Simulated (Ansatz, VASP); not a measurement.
# ZnO (zincite) in two plane-wave programs

Wanted: the spread between two codes on one cell, functional and k mesh. The cell is taken from a series of VASP runs on this material, whose earlier steps may have relaxed, scaled or displaced it; both programs get it as it stands.

Calculated with Ansatz 0.2.0; plane waves, with VASP 6.6.1 beside it; relaxation of cell and atoms at LDA.

## 1. Starting point

Symmetry: P6_3mc, No. 186, hexagonal system. The conventional cell has a = 3.195 Å, b = 3.195 Å, c = 5.164 Å, α = 90.00°, β = 90.00°, γ = 120.00°. Nearest to Zn lie 4 O at 1.95 Å. O has 4 Zn at 1.95 Å nearest. Farther neighbours and most contacts between anions are not listed.

## 2. VASP: relaxation of cell and atoms, LDA

The relaxed volume is the usual yardstick between codes: its relative difference is about their pressure difference at one cell divided by the bulk modulus.

Lines of VASP's logs that name or quote its potential files are left out, and so is its time.

Input file INCAR:

```
SYSTEM = ZnO
PREC = Accurate
ENCUT = 560
EDIFF = 1E-07
NELM = 100
ISMEAR = 0
SIGMA = 0.03
LREAL = .FALSE.
ALGO = Normal
GGA = CA
NBANDS = 24
LORBIT = 11
LWAVE = .FALSE.
LCHARG = .FALSE.
KPAR = 8
IBRION = 2
NSW = 50
ISIF = 3
EDIFFG = -0.002
```

Input file POSCAR:

```
ZnO
1.0
    3.1945153184      0.0000000000      0.0000000000
   -1.5972576592      2.7665314185      0.0000000000
    0.0000000000      0.0000000000      5.1638178520
Zn O
2 2
Direct
    0.6666666667      0.3333333333      0.0002959834
    0.3333333333      0.6666666667      0.5002959834
    0.3333333333      0.6666666667      0.8787140166
    0.6666666667      0.3333333333      0.3787140166
```

Input file KPOINTS:

```
Automatic mesh
0
Gamma
9 9 4
0 0 0
```

The projector-augmented-wave data sets are Zn and O (LDA family, release 64).

On the command line:

```sh
> mpirun -np 8 vasp_std
```

Numbers of over 12 decimals in the logs are rounded to 6 here.

The program printed:

```text
[banner, memory and clock lines left out]
running    8 mpi-ranks, on    1 nodes
 distrk:  each k-point on    1 cores,    8 groups
 distr:  one band on    1 cores,    1 groups

 POSCAR found type information on POSCAR ZnO
 POSCAR found :  2 types and       4 ions
|                                                                             |
|           W    W    AA    RRRRR   N    N  II  N    N   GGGG   !!!           |
|           W    W   A  A   R    R  NN   N  II  NN   N  G    G  !!!           |
|           W    W  A    A  R    R  N N  N  II  N N  N  G       !!!           |
|           W WW W  AAAAAA  RRRRR   N  N N  II  N  N N  G  GGG   !            |
|           WW  WW  A    A  R   R   N   NN  II  N   NN  G    G                |
|           W    W  A    A  R    R  N    N  II  N    N   GGGG   !!!           |
|                                                                             |
|     For optimal performance we recommend to set                             |
|       NCORE = 2 up to number-of-cores-per-socket                            |
|     NCORE specifies how many cores store one orbital (NPAR=cpu/NCORE).      |
|     This setting can greatly improve the performance of VASP for DFT.       |
|     The default, NCORE=1 might be grossly inefficient on modern             |
|     multi-core architectures or massively parallel machines. Do your        |
|     Unfortunately you need to use the default for GW and RPA                |
|     calculations (for HF NCORE is supported but not extensively tested      |
|     yet).                                                                   |
|                                                                             |

 LDA part: xc-table for (Slater(with rela. corr.)+CA(PZ))
 , standard interpolation
 POSCAR, INCAR and KPOINTS ok, starting setup
 FFT: planning ... GRIDC
 FFT: planning ... GRID_SOFT
 FFT: planning ... GRID
 WAVECAR not read
 entering main loop
       N       E                     dE             d eps       ncg     rms          rms(c)
DAV:   1     0.291607556157E+03    0.29161E+03   -0.19386E+04  1744   0.231E+03
DAV:   2     0.428480500406E+01   -0.28732E+03   -0.27339E+03  1912   0.445E+02
DAV:   3    -0.237866127329E+02   -0.28071E+02   -0.27858E+02  1968   0.144E+02
DAV:   4    -0.242312937445E+02   -0.44468E+00   -0.44446E+00  1944   0.190E+01
DAV:   5    -0.242340613669E+02   -0.27676E-02   -0.27676E-02  2000   0.145E+00    0.154E+01
DAV:   6    -0.210842103760E+02    0.31499E+01   -0.82687E+00  2944   0.659E+01    0.990E+00
DAV:   7    -0.212215061577E+02   -0.13730E+00   -0.25182E+00  1800   0.176E+01    0.578E+00
DAV:   8    -0.212111276991E+02    0.10378E-01   -0.65694E-01  2320   0.757E+00    0.169E+00
DAV:   9    -0.211576809655E+02    0.53447E-01   -0.12819E-01  2616   0.712E+00    0.333E-01
DAV:  10    -0.211600781714E+02   -0.23972E-02   -0.40947E-02  1728   0.146E+00    0.104E-01
DAV:  11    -0.211599751092E+02    0.10306E-03   -0.65883E-04  2056   0.232E-01    0.225E-02
DAV:  12    -0.211599781451E+02   -0.30359E-05   -0.43504E-05  1968   0.169E-01    0.929E-03
DAV:  13    -0.211599799929E+02   -0.18477E-05   -0.67769E-06  2720   0.766E-02    0.123E-02
DAV:  14    -0.211599777830E+02    0.22099E-05   -0.38241E-06  2288   0.200E-02    0.328E-03
DAV:  15    -0.211599777294E+02    0.53594E-07   -0.98190E-07  1824   0.805E-03
   1 F= -.21159978E+02 E0= -.21159978E+02  d E =-.211600E+02
[...]
2 F= -.21159984E+02 E0= -.21159984E+02  d E =-.584292E-05
[...]
3 F= -.21159986E+02 E0= -.21159986E+02  d E =-.826995E-05
 curvature:  -0.28 expect dE=-0.633E-06 dE for cont linesearch -0.554E-06
 ZBRENT: interpolating
 opt :   0.5141  next Energy=   -21.159987 (dE=-0.878E-05)
 bond charge predicted
       N       E                     dE             d eps       ncg     rms          rms(c)
DAV:   1    -0.211599930145E+02   -0.70343E-05   -0.99062E-05  2048   0.193E-01    0.197E-02
DAV:   2    -0.211599864882E+02    0.65264E-05   -0.23281E-05  2088   0.104E-01    0.734E-03
DAV:   3    -0.211599858801E+02    0.60810E-06   -0.35802E-07  1896   0.148E-02    0.409E-03
DAV:   4    -0.211599856162E+02    0.26388E-06   -0.11567E-07  1104   0.825E-03    0.252E-04
DAV:   5    -0.211599856327E+02   -0.16526E-07   -0.18157E-07   960   0.574E-03
   4 F= -.21159986E+02 E0= -.21159986E+02  d E =-.790331E-05
 curvature:  -0.26 expect dE=-0.673E-07 dE for cont linesearch -0.170E-07
 trial: gam= 0.00000 g(F)=  0.141E-09 g(S)=  0.262E-06 ort =-0.126E-05 (trialstep = 0.903E+00)
 search vector abs. value=  0.262E-06
 reached required accuracy - stopping structural energy minimisation
```

OUTCAR, selected parts (step 2):

```text
ion  position               nearest neighbor table
   1  0.667  0.333  0.000-   3 1.95   3 1.95   3 1.95   4 1.95
   2  0.333  0.667  0.500-   4 1.95   4 1.95   4 1.95   3 1.95
   3  0.333  0.667  0.879-   1 1.95   1 1.95   1 1.95   2 1.95
   4  0.667  0.333  0.379-   2 1.95   2 1.95   2 1.95   1 1.95

  LATTYP: Found a hexagonal cell.
 ALAT       =     3.1945153184
 C/A-ratio  =     1.6164636376

 Subroutine GETGRP returns: Found 12 space group operations
 (whereof  6 operations were pure point group operations)

The static configuration has the point symmetry C_3v.
 The point group associated with its full space group is C_6v.

 Found     36 irreducible k-points:

   k-points           NKPTS =     36   k-points in BZ     NKDIM =     36   number of bands    NBANDS=     24

   dimension x,y,z NGX =    28 NGY =   28 NGZ =   40
   dimension x,y,z NGXF=    56 NGYF=   56 NGZF=   80

   ENCUT  =  560.0 eV  41.16 Ry    6.42 a.u.   6.16  6.16  9.96*2*pi/ulx,y,z

   NELECT =      36.0000    total number of electrons

 k-points in reciprocal lattice and weights: Automatic mesh
   0.00000000  0.00000000  0.00000000       0.003
   0.11111111  0.00000000  0.00000000       0.019
   0.22222222  0.00000000  0.00000000       0.019
   0.33333333  0.00000000  0.00000000       0.019
   0.44444444  0.00000000  0.00000000       0.019
   0.11111111  0.11111111  0.00000000       0.019
   0.22222222  0.11111111  0.00000000       0.037
   0.33333333  0.11111111  0.00000000       0.037
   0.44444444  0.11111111  0.00000000       0.019
[...]
0.33333333  0.22222222  0.50000000       0.037
   0.33333333  0.33333333  0.50000000       0.006

 average (electrostatic) potential at core
       1 -36.7400       2 -36.7400       3 -74.0808       4 -74.0808

 E-fermi :   1.4257

 k-point     1 :       0.0000    0.0000    0.0000
  band No.  band energies     occupation
    ...
     14       0.4260      2.00000
     15       0.4260      2.00000
     16       1.1766      2.00000
     17       1.2787      2.00000
     18       1.2787      2.00000
     19       2.0765      0.00000
     20       6.5461      0.00000
     21       9.4571      0.00000
     22      14.2073      0.00000
     23      14.2073      0.00000
    ...

 k-point     2 :       0.1111    0.0000    0.0000
  band No.  band energies     occupation
    ...
     14      -0.0408      2.00000
     15       0.2511      2.00000
     16       0.5751      2.00000
     17       1.0895      2.00000
     18       1.1850      2.00000
     19       2.9395      0.00000
     20       7.0691      0.00000
     21       9.4417      0.00000
     22      12.9894      0.00000
     23      14.3351      0.00000
    ...

 k-point     3 :       0.2222    0.0000    0.0000
  band No.  band energies     occupation
    ...
     14      -1.0811      2.00000
     15      -0.2703      2.00000
     16      -0.1911      2.00000
     17       0.8187      2.00000
     18       0.9348      2.00000
     19       4.2230      0.00000
     20       8.1600      0.00000
     21       9.3730      0.00000
     22      11.2691      0.00000
     23      13.2399      0.00000
    ...

  Total       -0.0032000     -0.0032000      0.0011100      0.0000000     -0.0000000      0.0000000
  in kB       -0.1122924     -0.1122924      0.0389522      0.0000000     -0.0000000      0.0000000
  external PRESSURE =      -0.0618775 kB  Pullay stress =       0.0000000 kB

  energy-cutoff  :      560.00
  volume of cell :       45.66
      direct lattice vectors                 reciprocal lattice vectors
     3.194949335  0.000000000  0.000000000     0.312994009  0.180707175 -0.000000000
    -1.597474668  2.766907288  0.000000000     0.000000000  0.361414350 -0.000000000
     0.000000000  0.000000000  5.164839099     0.000000000 -0.000000000  0.193616874

 POSITION                                       TOTAL-FORCE (eV/Angst)
 -----------------------------------------------------------------------------------
      1.59747      0.92230      0.00150        -0.000000     -0.000000     -0.000027
     -0.00000      1.84460      2.58392        -0.000000      0.000000     -0.000027
     -0.00000      1.84460      4.53844         0.000000     -0.000000      0.000027
      1.59747      0.92230      1.95602        -0.000000      0.000000      0.000027
 -----------------------------------------------------------------------------------
    total drift:                               -0.000000     -0.000000     -0.000146

  FREE ENERGIE OF THE ION-ELECTRON SYSTEM (eV)
  ---------------------------------------------------
  free  energy   TOTEN  =       -21.1599856327 eV

  energy  without entropy=      -21.1599856327  energy(sigma->0) =      -21.15998563

 reached required accuracy - stopping structural energy minimisation

 total charge
# of ion       s       p       d       tot
------------------------------------------
    1        0.479   0.539   9.917  10.935
    2        0.479   0.539   9.917  10.935
    3        1.534   3.460   0.000   4.993
    4        1.534   3.460   0.000   4.993
--------------------------------------------------
tot          4.026   7.996  19.834  31.857

[... 3 further parts left out ...]
```

## 3. Ansatz: relaxation of cell and atoms, LDA

Ansatz runs on its default PAW (the set named soft_2) files.

The same cell, functional (in two slightly different forms), mesh and smearing now go to Ansatz, which takes its cutoff from its data sets.

Input file input.yaml:

```yaml
crystal:
  lattice:
    - [3.1945153184, 0.0, 0.0]
    - [-1.5972576592, 2.7665314185, 0.0]
    - [0.0, 0.0, 5.163817852]
  atoms:
    - { symbol: Zn, position: [0.6666666667, 0.3333333333, 0.0002959834] }
    - { symbol: Zn, position: [0.3333333333, 0.6666666667, 0.5002959834] }
    - { symbol: O, position: [0.3333333333, 0.6666666667, 0.8787140166] }
    - { symbol: O, position: [0.6666666667, 0.3333333333, 0.3787140166] }
hamiltonian:
  xc: lda
  pseudopotentials: { kind: paw }
kpoints:
  mp_grid: { grid: [9, 9, 4] }
scf:
  occupations: { method: gaussian, width: 0.03 }
relax:
  f_tol: 0.01
  max_steps: 60
  cell: { stress_tol: 0.05 }
output:
  forces: true
  stress: true
```

On the command line:

```sh
> ansatz run input.yaml --threads 4 --pin off --max-ram 9216MiB --backend cpu --events-out ev --progress --plain --runs-dir out
```

The program printed:

```text
Engine: ansatz 0.2.0, aarch64-unknown-linux-gnu
Pseudopotentials: kind: paw
Pseudopotential: Zn, paw, valence charge 12, recommended cutoff 420 eV (normal), Zn.paw.azcp
Pseudopotential: O, paw, valence charge 6, recommended cutoff 420 eV (normal), O.paw.azcp
Functional definition: SPW92
  exchange = slater_x
  correlation = pw_c
Crystal: 4 atoms, lattice volume = 45.636 Å³
Basis set: ecut = 420 eV, 917 PW (Γ)
Bands: 22, of which v1, the nominal top of the filled ones, is band 18 counted from 1 (17 counted from 0)
Symmetry: 12 space group operations
Space group: P63mc (ITA 186), of the structure as read, at distance tolerance 3.6e-5 Å
k-points: 36 of 324 (time reversal used)
Non-local potential: Zn, projectors of the file, l = 0: 2, l = 1: 2, l = 2: 3, l = 3: 1
Non-local potential: O, projectors of the file, l = 0: 2, l = 1: 2, l = 2: 1
PAW form: soft (Blöchl's): semilocal exchange-correlation on the pseudo side does not see the compensation charge
PAW frozen core: Zn, regenerated for the run's functional, and the local potential with it (the file was generated under x = pbe(κ = 0.804, μ = 0.219515), c = pbe(β = 0.066725))
PAW frozen core: O, regenerated for the run's functional, and the local potential with it (the file was generated under x = pbe(κ = 0.804, μ = 0.219515), c = pbe(β = 0.066725))
PAW one-centre angular grid: Zn, 590 points (default); XC on 64 Gauss nodes
PAW one-centre angular grid: O, 110 points (default); XC on 64 Gauss nodes
Initial density: superposition of atomic densities (neutral atoms: chi_scale 0, normalization atom), corrected by the library's trained network
Initial wavefunctions: pseudopotential atomic-orbital guess
Functional: x = slater, c = lda
SCF iter   1: F=—  HF=-7603.973453 eV  |F-HF|=—  |Δ(HF+E_count)|=         —  Δρ=1.85e-2  dr2=1.30e-1  ethr=1.77e-3  ⟨swp⟩=6.1  Hψ=3576  notcnv=0
preconditioner: auto → Resta (q_TF=auto, 2.623 Å⁻¹)  ε∞=7.6  [insulator: Δε(μ)=0.616 eV  Ē_g=12.798 eV  σ=0.030 eV  W_gap=1.00  n_scr=22 (ndim 8)  ℏωp=33.0 eV  f_vac=0.029  D(μ)=0.00/eV (n_scr^D=0)  ε∞_Penn≈7.6]
SCF iter   2: F=—  HF=-7603.939372 eV  |F-HF|=—  |Δ(HF+E_count)|=   3.41e-2  Δρ=3.70e-3  dr2=2.59e-3  ethr=3.62e-4  ⟨swp⟩=3.0  Hψ=1873  notcnv=0
SCF iter   3: F=—  HF=-7603.938655 eV  |F-HF|=—  |Δ(HF+E_count)|=   7.17e-4  Δρ=2.10e-3  dr2=1.11e-3  ethr=7.19e-6  ⟨swp⟩=1.0  Hψ=792  notcnv=0
SCF iter   4: F=—  HF=-7603.938376 eV  |F-HF|=—  |Δ(HF+E_count)|=   2.79e-4  Δρ=7.53e-4  dr2=1.46e-4  ethr=3.08e-6  ⟨swp⟩=2.2  Hψ=1375  notcnv=0
SCF iter   5: F=—  HF=-7603.938287 eV  |F-HF|=—  |Δ(HF+E_count)|=   8.89e-5  Δρ=1.94e-4  dr2=1.28e-5  ethr=4.06e-7  ⟨swp⟩=2.0  Hψ=1366  notcnv=0
SCF iter   6: F=—  HF=-7603.938294 eV  |F-HF|=—  |Δ(HF+E_count)|=   6.85e-6  Δρ=2.63e-5  dr2=2.33e-7  ethr=3.55e-8  ⟨swp⟩=2.9  Hψ=1481  notcnv=0
SCF iter   7: F=-7603.938294 eV  HF=-7603.938294 eV  |F-HF|=1.84e-8  |Δ(HF+E_count)|=   4.45e-8  Δρ=8.26e-6  dr2=3.07e-8  ethr=2.78e-10  ⟨swp⟩=4.4  Hψ=2985  notcnv=0
SCF 1 converged in 7 iterations: F = -7603.938294 eV  dr2 = 3.07e-8
  greatest PAW one-centre occupation: 0.987 electrons in one spin orbital (limit 2), on the Zn atom at site 1 (counted from 0), in its partial waves of l = 2
relax step   1: F+E_penalty+E_count = -7603.93829374 eV  Δ(F+E_penalty+E_count) = +0.000e0 eV  max|allowed force component| = 2.268e-3 eV/Å  Δτ_max = 0.0000 Å  P = -1.102 GPa  Ω = 45.636 Å³  (7 SCF iters, dr2 threshold 1.00e-7 eV, accepted)
[...]
relax step   2: F+E_penalty+E_count = -7603.94003727 eV  Δ(F+E_penalty+E_count) = -1.744e-3 eV  max|allowed force component| = 1.590e-3 eV/Å  Δτ_max = 0.0001 Å  P = -0.521 GPa  Ω = 45.477 Å³  energy of the carried Pulay correction = +9.362e-4 eV  (5 SCF iters, dr2 threshold 4.00e-7 eV, accepted)
[...]
relax step   3: F+E_penalty+E_count = -7603.94110419 eV  Δ(F+E_penalty+E_count) = -1.067e-3 eV  max|allowed force component| = 7.689e-5 eV/Å  Δτ_max = 0.0000 Å  P = +0.005 GPa  Ω = 45.335 Å³  energy of the carried Pulay correction = +1.773e-3 eV  (5 SCF iters, dr2 threshold 4.00e-7 eV, accepted)
[...]
relax step   4: F+E_penalty+E_count = -7603.93938049 eV  Δ(F+E_penalty+E_count) = +1.724e-3 eV  max|allowed force component| = 1.475e-4 eV/Å  Δτ_max = 0.0000 Å  P = -0.050 GPa  Ω = 45.335 Å³  stress off target by 5.32e-2 GPa  SCF on the basis re-selected at this cell (its energy is not comparable with the rows above)  (7 SCF iters)
[...]
relax step   5: F+E_penalty+E_count = -7603.93946003 eV  Δ(F+E_penalty+E_count) = -7.954e-5 eV  max|allowed force component| = 1.100e-3 eV/Å  Δτ_max = 0.0002 Å  P = -0.002 GPa  Ω = 45.322 Å³  energy of the carried Pulay correction = +7.754e-5 eV  (4 SCF iters, dr2 threshold 7.06e-9 eV, accepted)
[...]
relax step   6: F+E_penalty+E_count = -7603.93940707 eV  Δ(F+E_penalty+E_count) = +5.295e-5 eV  max|allowed force component| = 1.089e-3 eV/Å  Δτ_max = 0.0000 Å  P = -0.003 GPa  Ω = 45.322 Å³  stress off target by 5.14e-3 GPa  SCF on the basis re-selected at this cell (its energy is not comparable with the rows above)  (4 SCF iters)
basis re-selected at this cell: Δ(F+E_penalty+E_count) = +5.295e-5 eV, ΔP = -0.001 GPa vs the last step (what re-selecting the basis moved, of the pressure what is left beyond the Pulay correction that the steps carried, after the strain that the cell walked since its last selection, with what the two solves' SCF thresholds leave and, on support functions, any second-order correction that the steps lacked; it is no m [...]
SCF converged after 4 iterations
Free energy (F): -7603.939407 eV
Harris-Foulkes:  -7603.939407 eV  (|F-HF|=6.37e-12)
Internal energy: -7603.939407 eV  (E = F + TS)
E sigma→0 (E₀):  -7603.939407 eV
Fermi energy:    7.936736 eV
--- Per-component energies (eV) ---
  E_band       = 69.736282
  E_kinetic    = 612.159414
  E_local      = -3933.146778  (includes V_loc(G=0)·N_el)
  E_nonlocal   = 1344.266773
  E_hartree    = 1610.493657
  E_xc         = -414.682941
  E_vxc        = -291.891358  (∫ρ·V_xc dr)
  E_paw        = -3814.702694  (= ΣΔE_a)
  E_vpaw       = -882.643402  (= ΣTr[D̂ρ^β])
  E_aug_tail   = 0.004368  (compensation charges beyond the density's cutoff)
  E_ewald      = -3011.639333
  E_core_change = 3.308126  (= ΣΔE_core)
  E_smearing   = -0.000000  (= −TS)
  E_closure    = -0.000000  (closes the sum)
  Σ components = -7603.939407   (vs F -7603.939407, Δ=0.00e0)
--- Forces (eV/Å), atoms counted from 1 ---
  atom   1  Zn     0.00000000    -0.00000000    -0.00110700
  atom   2  Zn     0.00000000     0.00000000    -0.00110700
  atom   3  O      0.00000000    -0.00000000     0.00107146
  atom   4  O     -0.00000000     0.00000000     0.00107146
  max |Σ_I F_I| component: 7.11e-5 eV/Å
--- Stress (GPa, compression-positive) ---
       -0.005138       0.000000      -0.000000
        0.000000      -0.005138      -0.000000
       -0.000000      -0.000000       0.002350
  P = ⅓ Tr σ = -0.0026 GPa (-0.026 kbar)
--- Relaxed structure (4 steps of the walk, 4 accepted, 2 SCFs on fresh bases) ---
  F+E_penalty+E_count = -7603.93940707 eV   max|allowed force component| = 1.089e-3 eV/Å   (the final SCF, on the basis selected at the relaxed cell)
  cell:  # Å, volume = 45.3220 Å³
    - [3.186871, 2.8288538471226616e-19, 0]
    - [-1.593436, 2.759912, 0]
    - [0, 0, 5.152871]
  atoms:
    - { symbol: Zn, position: [0.666667, 0.333333, 0.000324262] }
    - { symbol: Zn, position: [0.333333, 0.666667, 0.500324] }
    - { symbol: O, position: [0.333333, 0.666667, 0.878686] }
    - { symbol: O, position: [0.666667, 0.333333, 0.378686] }
```

The job ended after 6.5 s (4 threads of Arm Neoverse V1, shared host; peak memory 0.35 GiB).

## 4. Side by side

Known differences besides the potentials themselves: the two LDA forms differ slightly; both relaxations stop at a tolerance, which leaves soft axes loose, and VASP keeps its plane-wave basis; the cutoff is 420 eV in Ansatz and 560 eV in VASP; VASP's log shows a relativistic correction to its local exchange, Ansatz's none; Ansatz adds a Pulay correction to the stress that steers its cell, VASP none. Total energies have different zeros and are not compared.

Compared:

| quantity | Ansatz | VASP | difference |
| --- | --- | --- | --- |
| volume (Å³) | 45.32 | 45.66 | -0.74 % |
| edge a after relaxation, in the typed setting (Å) | 3.187 | 3.195 | -0.25 % |
| edge c after relaxation, in the typed setting (Å) | 5.153 | 5.165 | -0.23 % |

The walks stopped with 0.00 GPa left in Ansatz and -0.01 GPa in VASP; each walk ends within a tolerance, so the volume difference is uncertain by about these residues over the bulk modulus, most in soft cells.

## 5. Results

```yaml
difference_in_volume_relaxation_of_cell_and_atoms_lda: -0.74 %
```

What this shows: The difference in volume is -0.74 % (relaxation of cell and atoms, LDA), within the 1.2 % picked in this series as the mark of a large difference, as far as the stopping tolerances let one tell. Such differences can come from data sets, numerical settings and the points named under the comparisons, not from the functional's error against experiment.

[Lines on the potential files, build, host, timing and source positions are cut from VASP's logs without a mark.]

[Logs are printed without paths, hosts, clocks, repeated set-up lines and the standing remarks that a program may print on its own settings, such as how far it seeks lower states.]

[Hosts, paths, dates, database ids (printed as entryN), source tags and the programs' standing remarks are cut or masked in the printed files.]
